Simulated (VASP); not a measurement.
# P (R-3m) in VASP: notebook

One crystal, P, is run at these levels: PBEsol+D3(BJ); tasks: relaxation of cell and atoms.

Program: VASP 6.6.1. These are calculated values, not measurements. Logs are shortened: lines on timing, memory, paths and dates and some standing lists are left out, and cuts for length are marked.

### Step 1. The structure

The structure is trigonal, space group R-3m (No. 166). Conventional cell: a = 3.389 Å, b = 3.389 Å, c = 8.312 Å, α = 90.00°, β = 90.00°, γ = 120.00°. Around P (site symmetry 3m) lie 6 P at 2.34 to 2.46 Å.

This isn't the form of P at room conditions, which is orthorhombic.

### Step 2. Relaxation of cell and atoms, PBEsol+D3(BJ), target pressure 0.0001 GPa, at which the enthalpy is minimised

Input file INCAR:

```
SYSTEM = P
  PREC = Accurate
  ENCUT = 520
  EDIFF = 1E-7
  ISMEAR = 0
  SIGMA = 0.1
  LREAL = .False.
  LASPH = .True.
  NELM = 80
  ALGO = Normal
  ISIF = 3
  LWAVE = .False.
  LCHARG = .False.
  GGA = PS
  IVDW = 12
  IBRION = 2
  NSW = 80
  EDIFFG = -0.15
  PSTRESS = 0.001
```

Input file KPOINTS:

```
Automatic mesh
0
Gamma
  15 15 15
  0 0 0
```

Input file POSCAR:

```
P                                       
1.0
    1.6945129041      0.9783274840      2.7707117389
   -1.6945129041      0.9783274840      2.7707117389
    0.0000000000     -1.9566549575      2.7707117385
  P             
     2
Direct
     0.2439897469644552    0.2439897469644552    0.2439897469662351
     0.7560102530355448    0.7560102530355448    0.7560102530337648
```

Potentials or basis: VASP PAW PBE potentials, release 64 (P).

On the command line:

```sh
$ cat potpaw_PBE.64/P/POTCAR > POTCAR
$ mpirun -np 1 vasp_std > vasp.out
```

OUTCAR:

```text
SYSTEM = P
   PREC = Accurate
   ENCUT = 520
   EDIFF = 1E-7
   ISMEAR = 0
   LREAL = .False.
   LASPH = .True.
   NELM = 80
   ISIF = 3
   GGA = PS
   IVDW = 12
   IBRION = 2
   NSW = 80
   EDIFFG = -0.15
   PSTRESS = 0.001
 IVDW          = 12

 ion  position               nearest neighbor table
   1  0.244  0.244  0.244-   2 2.34   2 2.34   2 2.34   2 2.46   2 2.46   2 2.46
   2  0.756  0.756  0.756-   1 2.34   1 2.34   1 2.34   1 2.46   1 2.46   1 2.46

  LATTYP: Found a trigonal (rhomboedric) cell.
 ALAT       =     3.3919525628
 COS(alpha) =     0.5008624802

  Lattice vectors:

 A1 = (   1.6945129041,   0.9783274840,   2.7707117389)
 A2 = (  -1.6945129041,   0.9783274840,   2.7707117389)
 A3 = (   0.0000000000,  -1.9566549575,   2.7707117385)

Analysis of symmetry for initial positions (statically):
=====================================================================
 Subroutine PRICEL returns:
 Original cell was already a primitive cell.

 Routine SETGRP: Setting up the symmetry group for a
 trigonal (rhombohedral) supercell.

 Subroutine GETGRP returns: Found 12 space group operations
 (whereof 12 operations were pure point group operations)
 out of a pool of 12 trial point group operations.

The static configuration has the point symmetry D_3d.

Analysis of symmetry for dynamics (positions and initial velocities):
=====================================================================
 Subroutine PRICEL returns:
 Original cell was already a primitive cell.

 Routine SETGRP: Setting up the symmetry group for a
 trigonal (rhombohedral) supercell.

 Subroutine GETGRP returns: Found 12 space group operations
 (whereof 12 operations were pure point group operations)
 out of a pool of 12 trial point group operations.

The dynamic configuration has the point symmetry D_3d.

 Subroutine INISYM returns: Found 12 space group operations
 (whereof 12 operations are pure point group operations),
 and found     1 'primitive' translations

----------------------------------------------------------------------------------------

                                     Primitive cell

  volume of cell :      27.5595

  direct lattice vectors                    reciprocal lattice vectors
     1.694512904  0.978327484  2.770711739     0.295070046  0.170358770  0.120306031
    -1.694512904  0.978327484  2.770711739    -0.295070046  0.170358770  0.120306031
     0.000000000 -1.956654958  2.770711739     0.000000000 -0.340717541  0.120306032

  length of vectors
     3.391952563  3.391952563  3.391952559     0.361333618  0.361333618  0.361333619

  position of ions in fractional coordinates (direct lattice)
     0.243989747  0.243989747  0.243989747
     0.756010253  0.756010253  0.756010253

  ion indices of the primitive-cell ions
   primitive index   ion index
                 1           1
                 2           2

----------------------------------------------------------------------------------------

 KPOINTS: Automatic mesh

Automatic generation of k-mesh.
 Grid dimensions read from file:
 generate k-points for:   15   15   15

 Generating k-lattice:

  Cartesian coordinates                     Fractional coordinates (reciprocal lattice)
     0.019671336  0.011357251  0.008020402     0.066666667  0.000000000  0.000000000
    -0.019671336  0.011357251  0.008020402     0.000000000  0.066666667  0.000000000
     0.000000000 -0.022714503  0.008020402     0.000000000  0.000000000  0.066666667

  Length of vectors
     0.024088908  0.024088908  0.024088908

  Shift w.r.t. Gamma in fractional coordinates (k-lattice)
     0.000000000  0.000000000  0.000000000

 Subroutine IBZKPT returns following result:
 ===========================================

 Found    344 irreducible k-points:

 Following reciprocal coordinates:
            Coordinates               Weight
  0.000000  0.000000  0.000000      1.000000
  0.066667  0.000000 -0.000000      6.000000
  0.133333  0.000000  0.000000      6.000000
  0.200000  0.000000 -0.000000      6.000000
  0.266667  0.000000  0.000000      6.000000
  0.333333  0.000000 -0.000000      6.000000
[... 16 lines left out ...]
  0.133333  0.133333  0.000000      6.000000
  0.200000  0.133333  0.000000     12.000000
 [... further k-points ...]
   k-points           NKPTS =    344   k-points in BZ     NKDIM =    344   number of bands    NBANDS=      9
   number of dos      NEDOS =    301   number of ions     NIONS =      2
   total plane-waves  NPLWV =  21952
   dimension x,y,z NGX =    28 NGY =   28 NGZ =   28
   dimension x,y,z NGXF=    56 NGYF=   56 NGZF=   56
   ions per type =               2
   NGX,Y,Z   is equivalent  to a cutoff of  13.72, 13.72, 13.72 a.u.
   NGXF,Y,Z  is equivalent  to a cutoff of  27.45, 27.45, 27.45 a.u.
 SYSTEM =  P
   PREC   = accura    normal or accurate (medium, high low for compatibility)
   ISTART =      0    job   : 0-new  1-cont  2-samecut
   ICHARG =      2    charge: 1-file 2-atom 10-const
   ISPIN  =      1    spin polarized calculation?
   LNONCOLLINEAR =      F non collinear calculations
   LSORBIT =      F    spin-orbit coupling
   LASPH  =      T    aspherical Exc in radial PAW
   ENCUT  =  520.0 eV  38.22 Ry    6.18 a.u.   6.31  6.31  6.31*2*pi/ulx,y,z
   NELM   =     80;   NELMIN=  2; NELMDL= -5     # of ELM steps
   EDIFF  = 0.1E-06   stopping-criterion for ELM
   LREAL  =      F    real-space projection
   EDIFFG = -.1E+00   stopping-criterion for IOM
   NSW    =     80    number of steps for IOM
   IBRION =      2    ionic relax: 0-MD 1-quasi-New 2-CG
   NFREE  =      1    steps in history (QN), initial steepest desc. (CG)
   ISIF   =      3    stress and relaxation
   ISYM   =      2    0-nonsym 1-usesym 2-fastsym
   POTIM  = 0.5000    time-step for ionic-motion
   TEBEG  =    0.0;   TEEND  =   0.0 temperature during run
   PSTRESS=    0.0 pullay stress
   NELECT =      10.0000    total number of electrons
   NUPDOWN=      -1.0000    fix difference up-down
   EMIN   =  10.00;   EMAX   =-10.00  energy-range for DOS
   EFERMI =   0.00;   METHOD = LEGACY
   ISMEAR =     0;   SIGMA  =   0.10  broadening in eV -4-tet -1-fermi 0-gaus
   EFERMI_NEDOS =   21; number of points for ismear=-14 and -15
   IALGO  =     38    algorithm
   IMIX   =      4    mixing-type and parameters
     AMIX     =   0.40;   BMIX     =  1.00
     AMIX_MAG =   1.60;   BMIX_MAG =  1.00
  volume/ion in A,a.u.               =      13.78        92.99
  Fermi-wavevector in a.u.,A,eV,Ry     =   1.167663  2.206563 18.550691  1.363437
  Thomas-Fermi vector in A             =   2.304160
   LORBIT       =      0    0 simple, 1 ext, 2 COOP (PROOUT), +10 PAW based schemes
   GGA     = PS    functional components
   LHFCALC =     F    Hartree Fock is set to
   AEXX    =    0.0000 exact exchange contribution
   IVDW    =    12    specifies the selected vdW correction
   LEPSILON=     F    determine dielectric tensor
   LRPA    =     F    only Hartree local field effects (RPA)
 conjugate gradient relaxation of ions
 non-spin polarized calculation
 Gauss-broadening in eV      SIGMA  =   0.10
  energy-cutoff  :      520.00
  volume of cell :       27.56
 maximum number of plane-waves:       756
 NGX is ok and might be reduce to    28
   NGX = 13   NGY = 13   NGZ = 13

 number of electron      10.0000000 magnetization

 Free energy of the ion-electron system (eV)
  ---------------------------------------------------
  ext. energy  EPLUGINS =         0.00000000
  ---------------------------------------------------
  free energy    TOTEN  =       -11.54179345 eV

  energy without entropy =      -11.53990406  energy(sigma->0) =      -11.54084876

 E-fermi :  10.4994     XC(G=0): -11.6131

 val. band max:       10.4896076621   @ k =  -0.4000   0.0667   0.0667
 cond. band min:      10.5038073884   @ k =   0.4667   0.0667  -0.0000
 fundamental gap:      0.0141997262
 Fermi energy:        10.4994008554

 k-point     1 :       0.0000    0.0000    0.0000
  band No.  band energies     occupation
      1      -6.7040      2.00000
      2       8.1334      2.00000
      3       8.1334      2.00000
      4       8.2004      2.00000
      5       9.4268      2.00000
      6      14.4006      0.00000
      7      14.6926      0.00000
      8      14.6926      0.00000
      9      15.8636      0.00000

 k-point     2 :       0.0667    0.0000   -0.0000
  band No.  band energies     occupation
      1      -6.6243      2.00000
      2       7.1627      2.00000
      3       8.1108      2.00000
      4       8.1714      2.00000
      5      10.1380      2.00000
      6      14.3442      0.00000
      7      14.6369      0.00000
      8      14.7836      0.00000
      9      15.2619      0.00000

 k-point     3 :       0.1333    0.0000    0.0000
  band No.  band energies     occupation
      1      -6.3855      2.00000
      2       5.6339      2.00000
      3       8.0590      2.00000
      4       8.1221      2.00000
      5      10.8500      0.00000
      6      13.5707      0.00000
      7      13.6087      0.00000
      8      14.8450      0.00000
      9      15.4051      0.00000

 k-point     4 :       0.2000    0.0000   -0.0000
  band No.  band energies     occupation
      1      -5.9886      2.00000
      2       4.0370      2.00000
      3       8.0144      2.00000
      4       8.0833      2.00000
      5      11.1654      0.00000
      6      12.4947      0.00000
      7      12.5194      0.00000
      8      14.4045      0.00000
      9      16.2620      0.00000
[... 205 lines left out ...]
 k-point    22 :      -0.0667    0.0667    0.0000
  band No.  band energies     occupation
      1      -6.4915      2.00000
      2       6.3611      2.00000
      3       7.6203      2.00000
      4       8.3753      2.00000
      5      10.7450      0.00052
      6      13.5039      0.00000
      7      14.2611      0.00000
      8      14.8283      0.00000
      9      14.9446      0.00000

 k-point    23 :       0.1333    0.1333    0.0000
  band No.  band energies     occupation
      1      -6.2811      2.00000
      2       6.1069      2.00000
      3       7.2580      2.00000
      4       7.2800      2.00000
      5      11.2113      0.00000
      6      12.2498      0.00000
      7      13.6254      0.00000
      8      15.8692      0.00000
      9      15.9785      0.00000

 k-point    24 :       0.2000    0.1333    0.0000
  band No.  band energies     occupation
      1      -5.9916      2.00000
      2       5.0426      2.00000
      3       6.9662      2.00000
      4       7.2787      2.00000
      5      10.0987      2.00000
      6      12.9229      0.00000
      7      13.4971      0.00000
      8      15.3742      0.00000
      9      15.9184      0.00000

 [... further k-points ...]

------------------------ aborting loop because EDIFF is reached ----------------------------------------

 Edisp (eV)   -0.82268

 E8    (eV) :    -0.4881

  FORCE on cell =-STRESS in cart. coord.  units (eV):
  Direction    XX          YY          ZZ          XY          YZ          ZX
  --------------------------------------------------------------------------------------
  -------------------------------------------------------------------------------------
  Total      -0.01331    -0.01331    -0.02190     0.00000    -0.00000     0.00000
  in kB      -0.77397    -0.77397    -1.27328     0.00000    -0.00000     0.00000
  external pressure =       -0.94 kB  Pullay stress =        0.00 kB

 VOLUME and BASIS-vectors are now :
 -----------------------------------------------------------------------------
  energy-cutoff  :      520.00
  volume of cell :       27.56
      direct lattice vectors                 reciprocal lattice vectors
     1.694512904  0.978327484  2.770711739     0.295070046  0.170358770  0.120306031
    -1.694512904  0.978327484  2.770711739    -0.295070046  0.170358770  0.120306031
     0.000000000 -1.956654958  2.770711739     0.000000000 -0.340717541  0.120306032

 POSITION                                       TOTAL-FORCE (eV/Angst)
 -----------------------------------------------------------------------------------
      0.00000      0.00000      2.02808         0.000000     -0.000000     -0.113562
      0.00000      0.00000      6.28406         0.000000      0.000000      0.113562
 -----------------------------------------------------------------------------------
    total drift:                               -0.000000      0.000000     -0.000000

  FREE ENERGIE OF THE ION-ELECTRON SYSTEM (eV)
  ---------------------------------------------------
  free  energy   TOTEN  =       -12.3644727267 eV

  energy  without entropy=      -12.3625833352  energy(sigma->0) =      -12.36352803

  enthalpy is  TOTEN    =       -12.3644555254 eV   P V=        0.0000172013

 reached required accuracy - stopping structural energy minimisation
```

It took 44 s on 1 thread of Intel Xeon Platinum 8488C (Sapphire Rapids), shared host; peak memory 0.21 GiB.

Results:

| Item | Value |
| --- | --- |
| Free energy | -12.3645 eV |
| Pressure after relaxing | -0.1 GPa |
| Largest force after relaxing | 0.114 eV/Å |
| Band gap on the k mesh | none (metal or under the smearing width) |
| Dispersion energy per atom | -0.411 eV |

Forces in eV/Å, atoms in the order of the input:
```
P    0.000  0.000 -0.114
P    0.000  0.000  0.114
```

Final structure:
```
CELL_PARAMETERS angstrom
1.69451 0.97833 2.77071
-1.69451 0.97833 2.77071
0.00000 -1.95665 2.77071
ATOMIC_POSITIONS crystal
P 0.24399 0.24399 0.24399
P 0.75601 0.75601 0.75601
```

Caveat: the relaxation stopped at its first step, so nothing moved; the cell is relaxed towards a set pressure, so the enthalpy falls and the energy may rise; the PAW data sets were made with another functional, which shifts forces and pressure a little; pairwise dispersion overbinds metals, which lowers pressure and volume; the relaxation stopped at a loose force limit of 0.15 eV/Å, so its end isn't a converged minimum.

(Continued in part 2 of 2.)
